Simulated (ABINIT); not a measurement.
# PtSe2 (Sudovikovite) (P-3m1) in ABINIT: convergence with cutoff

Aim: find how far cutoff must go before the results for PtSe2 (Sudovikovite) settle, at LDA. This setting moves, with any that are tied to it; all else stays.

Program: ABINIT 10.8.3 (patched build). These are calculated values, not measurements. Logs are shortened: lines on timing, memory, paths and dates and some standing lists are left out, and cuts for length are marked. The log counts tension as positive stress, the text compression.

### 1 The crystal as given

The structure is trigonal, space group P-3m1 (No. 164). Conventional cell: a = 3.724 Å, b = 3.724 Å, c = 5.062 Å, α = 90.00°, β = 90.00°, γ = 120.00°. Around Pt (site symmetry -3m) lie 6 Se at 2.49 Å. Se (site symmetry 3m) has 3 Pt at 2.49 Å as nearest neighbours.

### 2 With cutoff 6.5 Ha

Contents of run.abi:

```
pp_dirpath "./"
pseudos "Pt.LDA_PW-JTH.xml, Se.LDA_PW-JTH.xml"

acell 3*1.0
rprim
     7.0373400881     0.0000000000     0.0000000000
    -3.5186700441     6.0945152914     0.0000000000
     0.0000000000     0.0000000000     9.5657936429
ntypat 2
znucl 78 34
natom 3
typat 1 2 2
xred
     0.0000000000     0.0000000000     0.0000000000
     0.6666666667     0.3333333333     0.7500000000
     0.3333333333     0.6666666667     0.2500000000

ecut 176.874011 eV
pawecutdg 47.6

kptopt 1
ngkpt 8 8 5
nshiftk 1
shiftk 0.0 0.0 0.0

ixc 7

nband 15
occopt 6
tsmear 0.00367493

nstep 100
tolvrs 1.0e-9

iomode 3
prtwf 0
prtden 0
prteig 0
prtebands 0
enunit 2
```

Potentials or basis: JTH PAW LDA v2.0.

Launch:

```
> abinit run.abi > log 2>&1
```

run.abo:

```text
.Version 10.8.3 of ABINIT
 Symmetries : space group P-3 m 1 (#164); Bravais hP (primitive hexag.)
================================================================================
 Values of the parameters that define the memory need of the present run
     intxc =       0    ionmov =       0      iscf =      17    lmnmax =      18
     lnmax =       6     mgfft =      24  mpssoang =       3    mqgrid =    3001
     natom =       3  nloc_mem =       2    nspden =       1   nspinor =       1
    nsppol =       1      nsym =      12    n1xccc =       1    ntypat =       2
    occopt =       6   xclevel =       1
       mpw =         335          nfft =        7776          nkpt =          40
 PAW method is used; the additional fine FFT grid is defined by:
   mgfftf=        60    nfftf =    121500
================================================================================
================================================================================

--------------------------------------------------------------------------------
------------- Echo of variables that govern the present computation ------------
--------------------------------------------------------------------------------
 -outvars: echo values of preprocessed input variables --------
            acell      1.0000000000E+00  1.0000000000E+00  1.0000000000E+00 Bohr
              amu      1.95080000E+02  7.89600000E+01
             ecut      6.50000001E+00 Hartree
           enunit           2
              ixc           7
         kptrlatt        8    0    0      0    8    0      0    0    5
          kptrlen      4.78289682E+01
            natom           3
            nband          15
            ngfft          18      18      24
          ngfftdg          45      45      60
             nkpt          40
            nstep         100
             nsym          12
           ntypat           2
           occopt           6
        pawecutdg      4.76000000E+01 Hartree
           prtden           0
        prtebands           0
           prteig           0
            prtwf           0
            rprim      7.0373400881E+00  0.0000000000E+00  0.0000000000E+00
                      -3.5186700441E+00  6.0945152914E+00  0.0000000000E+00
                       0.0000000000E+00  0.0000000000E+00  9.5657936429E+00
          spgroup         164
           tolvrs      1.00000000E-09
           tsmear      3.67493000E-03 Hartree
            typat      1  2  2
           useylm           1
           xangst      0.0000000000E+00  0.0000000000E+00  0.0000000000E+00
                       1.8619999987E+00  1.0750262005E+00  3.7964999974E+00
                      -1.7639288942E-11  2.1500524010E+00  1.2654999991E+00
            xcart      0.0000000000E+00  0.0000000000E+00  0.0000000000E+00
                       3.5186700440E+00  2.0315050971E+00  7.1743452322E+00
                      -3.3333425155E-11  4.0630101943E+00  2.3914484107E+00
             xred      0.0000000000E+00  0.0000000000E+00  0.0000000000E+00
                       6.6666666667E-01  3.3333333333E-01  7.5000000000E-01
                       3.3333333333E-01  6.6666666667E-01  2.5000000000E-01
            znucl       78.00000   34.00000

================================================================================

[... 148 lines left out ...]
    2      0.00000000000000     0.00000000000000    -0.49083954430788
    3     -0.00000000000000    -0.00000000000000     0.49083954430788
 frms,max,avg= 2.3138398E-01 4.9083954E-01   0.000E+00  0.000E+00  0.000E+00 e/A
 length scales=  1.000000000000  1.000000000000  1.000000000000 bohr
              =  0.529177210544  0.529177210544  0.529177210544 angstroms
 Fermi (or HOMO) energy (hartree) =   0.13948   Average Vxc (hartree)=  -0.40077
 Eigenvalues (hartree) for nkpt=  40  k points:
 kpt#   1, nband= 15, wtk=  0.00313, kpt=  0.0000  0.0000  0.0000 (reduced coord)
  -0.44654   -0.34324   -0.13235   -0.10847   -0.10847   -0.01879   -0.01879    0.03737
   0.09378    0.09378    0.14848    0.19572    0.19572    0.26253    0.28139
      occupation numbers for kpt#   1
   2.00000    2.00000    2.00000    2.00000    2.00000    2.00000    2.00000    2.00000
   2.00000    2.00000   -0.00290    0.00000    0.00000    0.00000    0.00000
 prteigrs : prtvol=0 or 1, do not print more k-points.

 Fermi (or HOMO) energy (eV) =   3.79541   Average Vxc (eV)= -10.90547
 Eigenvalues (   eV  ) for nkpt=  40  k points:
 kpt#   1, nband= 15, wtk=  0.00313, kpt=  0.0000  0.0000  0.0000 (reduced coord)
 -12.15087   -9.34005   -3.60155   -2.95164   -2.95164   -0.51125   -0.51125    1.01693
   2.55194    2.55194    4.04030    5.32581    5.32581    7.14390    7.65708
 prteigrs : prtvol=0 or 1, do not print more k-points.

--- !EnergyTerms
iteration_state     : {dtset: 1, }
comment             : Components of total free energy in Hartree
kinetic             :  1.41759478788639E+01
hartree             :  8.12300671079560E+00
xc                  : -1.54682375521371E+01
Ewald energy        : -4.30911328099720E+01
psp_core            :  4.94147424670137E+00
local_psp           : -2.50987240655104E+01
PAW spherical_terms :  9.87248393412468E+00
internal            : -4.65451816571339E+01
'-kT*entropy'       :  1.45155359469549E-05
total_energy        : -4.65451671415980E+01
total_energy_eV     : -1.26655852097377E+03
...

--- !EnergyTermsDC
iteration_state     : {dtset: 1, }
comment             : '"Double-counting" decomposition of free energy'
band_energy         : -1.94427853309712E+00
Ewald energy        : -4.30911328099720E+01
psp_core            :  4.94147424670137E+00
xc_dc               : -1.30009356834133E+01
PAW spherical_terms :  6.54968318548305E+00
internal            : -4.65451895942980E+01
'-kT*entropy'       :  1.45155359469549E-05
total_energy_dc     : -4.65451750787621E+01
total_energy_dc_eV  : -1.26655873695500E+03
...

--- !EnergyTermsWithPAWCore
iteration_state     : {dtset: 1, }
comment             : 'Components of total free energy, including PAW core contributions'
Total energy        : -2.32574083162669E+04
Total energy DC     : -2.32574083242040E+04
Total energy (eV)   : -6.32866320774428E+05
Total energy DC (eV): -6.32866320990409E+05
...

 Cartesian components of stress tensor (hartree/bohr^3)
  sigma(1 1)=  1.28432223E-04  sigma(3 2)=  0.00000000E+00
  sigma(2 2)=  1.28432222E-04  sigma(3 1)=  0.00000000E+00
  sigma(3 3)=  2.19486983E-04  sigma(2 1)=  9.98661797E-14

-Cartesian components of stress tensor (GPa)         [Pressure= -4.6716E+00 GPa]
- sigma(1 1)=  3.77860644E+00  sigma(3 2)=  0.00000000E+00
- sigma(2 2)=  3.77860644E+00  sigma(3 1)=  0.00000000E+00
- sigma(3 3)=  6.45752997E+00  sigma(2 1)=  2.93816445E-09

== END DATASET(S) ==============================================================
================================================================================

 -outvars: echo values of variables after computation  --------
            acell      1.0000000000E+00  1.0000000000E+00  1.0000000000E+00 Bohr
           etotal     -4.6545175079E+01
            fcart     -8.9278602077E-29 -8.0999324909E-29  5.7824115866E-19
                       1.5942607514E-28  1.5095328733E-28 -9.5453093986E-03
                      -7.0147473060E-29 -6.9953962421E-29  9.5453093986E-03
            rprim      7.0373400881E+00  0.0000000000E+00  0.0000000000E+00
                      -3.5186700441E+00  6.0945152914E+00  0.0000000000E+00
                       0.0000000000E+00  0.0000000000E+00  9.5657936429E+00
           strten      1.2843222259E-04  1.2843222245E-04  2.1948698255E-04
                       0.0000000000E+00  0.0000000000E+00  9.9866179691E-14
           xangst      0.0000000000E+00  0.0000000000E+00  0.0000000000E+00
                       1.8619999987E+00  1.0750262005E+00  3.7964999974E+00
                      -1.7639288942E-11  2.1500524010E+00  1.2654999991E+00
             xred      0.0000000000E+00  0.0000000000E+00  0.0000000000E+00
                       6.6666666667E-01  3.3333333333E-01  7.5000000000E-01
                       3.3333333333E-01  6.6666666667E-01  2.5000000000E-01
 Calculation completed.
```

Wall time 7.2 s (1 thread of Arm Neoverse V2, shared host); peak memory 0.09 GiB.

Results:

- Free energy: -1266.5587 eV
- Largest force: 0.491 eV/Å
- Band gap on the k mesh: none (metal or under the smearing width)

### 3 With cutoff 8 Ha

run.abi: that of step 2 with these lines changed.

```diff
@@ -17,3 +17,3 @@
 
-ecut 176.874011 eV
+ecut 217.691090 eV
 pawecutdg 47.6
```

Potentials or basis: JTH PAW LDA v2.0.

Launch:

```
> abinit run.abi > log 2>&1
```

Wall time 10 s (1 thread of Arm Neoverse V2, shared host); peak memory 0.1 GiB.

It converged, with:

```yaml
Free_energy: -1267.0561 eV
Largest_force: 0.517 eV/Å
Band_gap_on_the_k_mesh: none (metal or under the smearing width)
```

### 4 With cutoff 9.5 Ha

run.abi: that of step 3 with these lines changed.

```diff
@@ -17,3 +17,3 @@
 
-ecut 217.691090 eV
+ecut 258.508169 eV
 pawecutdg 47.6
```

Launch:

```
> abinit run.abi > log 2>&1
```

Run time: 14 s. Hardware: 1 thread of Arm Neoverse V2, shared host; peak memory 0.1 GiB.

It converged, with:

| Item | Value |
| --- | --- |
| Free energy | -1267.2396 eV |
| Largest force | 0.449 eV/Å |
| Band gap on the k mesh | none (metal or under the smearing width) |

### 5 With cutoff 11 Ha

run.abi: that of step 4 with these lines changed.

```diff
@@ -17,3 +17,3 @@
 
-ecut 258.508169 eV
+ecut 299.325249 eV
 pawecutdg 47.6
```

Launch:

```
> abinit run.abi > log 2>&1
```

Wall time 18 s (1 thread of Arm Neoverse V2, shared host); peak memory 0.1 GiB.

Results (log left out):

| Property | Result |
| --- | --- |
| Free energy | -1267.3941 eV |
| Largest force | 0.342 eV/Å |
| Band gap on the k mesh | none (metal or under the smearing width) |

### 6 With cutoff 13.5 Ha

run.abi: that of step 5 with these lines changed.

```diff
@@ -17,3 +17,3 @@
 
-ecut 299.325249 eV
+ecut 367.353714 eV
 pawecutdg 47.6
```

Potentials or basis: JTH PAW LDA v2.0.

Launch:

```
> abinit run.abi > log 2>&1
```

Run time: 26 s. Hardware: 1 thread of Arm Neoverse V2, shared host; peak memory 0.11 GiB.

It converged, with:

* Free energy: -1267.5021 eV
* Pressure: -0.2 GPa
* Largest force: 0.277 eV/Å
* Band gap on the k mesh: none (metal or under the smearing width)

### 7 With cutoff 16 Ha

run.abi: that of step 6 with these lines changed.

```diff
@@ -17,3 +17,3 @@
 
-ecut 367.353714 eV
+ecut 435.382180 eV
 pawecutdg 47.6
```

Launch:

```
> abinit run.abi > log 2>&1
```

Wall time 36 s (1 thread of Arm Neoverse V2, shared host); peak memory 0.12 GiB.

The run converged. Its results:

```
Free energy            : -1267.5085 eV
Pressure               : -0.1 GPa
Largest force          : 0.275 eV/Å
Band gap on the k mesh : none (metal or under the smearing width)
```

### 8 With cutoff 18.5 Ha

run.abi: that of step 7 with these lines changed.

```diff
@@ -17,3 +17,3 @@
 
-ecut 435.382180 eV
+ecut 503.410646 eV
 pawecutdg 47.6
```

Launch:

```
> abinit run.abi > log 2>&1
```

Run time: 45 s. Hardware: 1 thread of Arm Neoverse V2, shared host; peak memory 0.12 GiB.

Results (log left out):

* Free energy: -1267.5142 eV
* Pressure: -0.2 GPa
* Largest force: 0.271 eV/Å
* Band gap on the k mesh: none (metal or under the smearing width)

### 9 With cutoff 21.5 Ha

run.abi: that of step 8 with these lines changed.

```diff
@@ -17,3 +17,3 @@
 
-ecut 503.410646 eV
+ecut 585.044804 eV
 pawecutdg 47.6
```

Potentials or basis: JTH PAW LDA v2.0.

Launch:

```
> abinit run.abi > log 2>&1
```

Run time: 49 s. Hardware: 1 thread of Arm Neoverse V2, shared host; peak memory 0.13 GiB.

The run converged. Its results:

```
Free energy            : -1267.5192 eV
Pressure               : -0.1 GPa
Largest force          : 0.269 eV/Å
Band gap on the k mesh : none (metal or under the smearing width)
```

### 10 With cutoff 25.5 Ha

run.abi: that of step 9 with these lines changed.

```diff
@@ -17,3 +17,3 @@
 
-ecut 585.044804 eV
+ecut 693.890349 eV
 pawecutdg 47.6
```

Launch:

```
> abinit run.abi > log 2>&1
```

Wall time 64 s (1 thread of Arm Neoverse V2, shared host); peak memory 0.15 GiB.

It converged, with:

| Item | Value |
| --- | --- |
| Free energy | -1267.5198 eV |
| Pressure | -0.1 GPa |
| Largest force | 0.269 eV/Å |
| Band gap on the k mesh | none (metal or under the smearing width) |

### 11 The series at a glance

```tsv
cutoff	energy less the tightest run (meV/atom)	largest force (eV/Å)	SCF cycles	CPU time (s)	peak memory (GiB)
6.5 Ha	320.37	0.491	13	7.2	0.09
8 Ha	154.58	0.517	16	10	0.1
9.5 Ha	93.41	0.449	19	14	0.1
11 Ha	41.91	0.342	17	18	0.1
13.5 Ha	5.90	0.277	22	26	0.11
16 Ha	3.79	0.275	22	36	0.12
18.5 Ha	1.87	0.271	21	45	0.12
21.5 Ha	0.21	0.269	20	49	0.13
25.5 Ha	0.00	0.269	20	64	0.15
```

Against the tightest run, the energy stays within 1 meV/atom from 21.5 Ha on; the largest force stays within 0.005 eV/Å from 18.5 Ha on. The tightest run that finished is the yardstick and may itself not be fully converged.

Caveats: the atomic spheres overlap.
